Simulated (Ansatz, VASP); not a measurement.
## One calculation of TaSi2, two programs

```
Ta Si
1.0
     4.41252    0.00000    0.00000
    -2.20626    3.82135    0.00000
     0.00000    0.00000    2.64825
Ta Si
1 2
Direct
  0.00000 0.00000 0.00000
  0.33333 0.66667 0.50000
  0.66667 0.33333 0.50000
```

Alike in both runs: functional PBE; k mesh 6 × 6 × 6; occupations gaussian, width 0.1 eV; no spin polarisation.

Ansatz relaxed the structure, and its values are those at the end. VASP's run is a single point on that final structure, the one shown.

```csv
,VASP,Ansatz
version,VASP 6.6.1,Ansatz 0.2.0
potentials or method,"VASP PAW PBE potentials, release 64 (Ta_pv, Si)","scalar-relativistic, plane waves, PAW"
plane-wave cutoff (eV),520,420
valence electrons in the cell,19,21
```

```csv
,VASP,Ansatz,Ansatz less VASP
gap on the k mesh at the Fermi level (eV),none,none,-
pressure (GPa),0.1,0.1,-0.08
```

A gap of «none» marks a metal or a gap that the smearing closes. The two sets of potentials don't hold the same shells in valence.

Caveats: the k mesh is coarse (spacing up to 0.40 Å⁻¹), so the values aren't converged. Spin-orbit coupling is left out, which matters for the levels of Ta.
